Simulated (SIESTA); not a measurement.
Crystal: Zr.

```
Zr
1.0
     3.23200    0.00000    0.00000
    -1.61600    2.79899    0.00000
     0.00000    0.00000    5.14700
Zr
2
Cartesian
  1.6160 0.9330 3.8603
  0.0000 1.8660 1.2868
```

```yaml
Program: SIESTA 5.4.2
Task: single point
Functional: PBEsol
Potentials_or_basis: PseudoDojo 0.4 standard (PBEsol files)
Basis: DZP (energy shift 0.003 Ry; two zetas on semicore shells)
Grid_cutoff: 800 Ry
Energy_shift: 0.003 Ry
k_mesh: 9 × 9 × 5
Occupations: fermi-dirac, width 0.05 eV
Spin: no spin polarisation
```

On this cell: pressure -2.5 GPa; largest force under 0.003 eV/Å; band gap on the k mesh none (metal or under the smearing width).

The same run follows on a disturbed copy (atoms moved at random, drawn with an rms of 0.05 Å):

```
CELL_PARAMETERS angstrom
3.23200 0.00000 0.00000
-1.61600 2.79899 0.00000
0.00000 0.00000 5.14700
ATOMIC_POSITIONS crystal
Zr 0.66214 0.33864 0.74918
Zr 0.34713 0.68258 0.24458
```

**Question.** What changes?

**Answer.** The energy (extrapolated to zero smearing) moves by +1.2 meV/atom; pressure -2.5 GPa; largest force 0.121 eV/Å; band gap on the k mesh none (metal or under the smearing width).

Forces in eV/Å, atoms in the order of the input:
```
Zr   0.039  0.027 -0.111
Zr  -0.039 -0.028  0.111
```

Stress tensor (GPa, compression positive):
```
-3.15 -0.32 -0.01
-0.32 -2.69 -0.01
-0.01 -0.01 -1.66
```

Caveats: the basis of atomic orbitals isn't converged, which shifts pressures, moduli and gaps.
